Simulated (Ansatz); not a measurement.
## AlCo (Pm-3m)

Method: DFT PBEsol, scalar-relativistic, plane waves, PAW (Ansatz).

Plane waves to 420 eV, a k mesh through Γ of 14×14×14 on the computed 2-atom cell and Gaussian smearing (0.10 eV); no spin polarisation.

The structure is relaxed at this level of theory with its symmetry kept. Whether it is the stable form of this composition wasn't checked.

```cif
data_structure
_symmetry_space_group_name_H-M 'Pm-3m'
_symmetry_Int_Tables_number 221
_cell_length_a 2.8226
_cell_length_b 2.8226
_cell_length_c 2.8226
_cell_angle_alpha 90.000
_cell_angle_beta 90.000
_cell_angle_gamma 90.000
_cell_volume 22.49
loop_
_atom_site_label
_atom_site_type_symbol
_atom_site_symmetry_multiplicity
_atom_site_Wyckoff_symbol
_atom_site_fract_x
_atom_site_fract_y
_atom_site_fract_z
_atom_site_occupancy
Al1 Al 1 a 0.00000 0.00000 0.00000 1
Co1 Co 1 b 0.50000 0.50000 0.50000 1
```

```
Space group                                                       : Pm-3m (No. 221)
Volume per atom                                                   : 75.9 bohr³
Formation energy from the elements' standard states (uncorrected) : -0.616 eV/atom
Kohn–Sham band gap                                                : none (metal)
Density of states at the Fermi level                              : 0.62 states/eV per cell
Löwdin character within 0.5 eV of the Fermi level                 : Co 3d 76 %, Al 3p 17 %
Bulk modulus                                                      : 194 GPa
Its pressure derivative                                           : 4.2
Bader charges (e)                                                 : Al (1 in the cell) 1.89, Co (1 in the cell) -1.89
```

A ferromagnetic start lost its moments in a first run, so spin was left out; other magnetic orders weren't tried.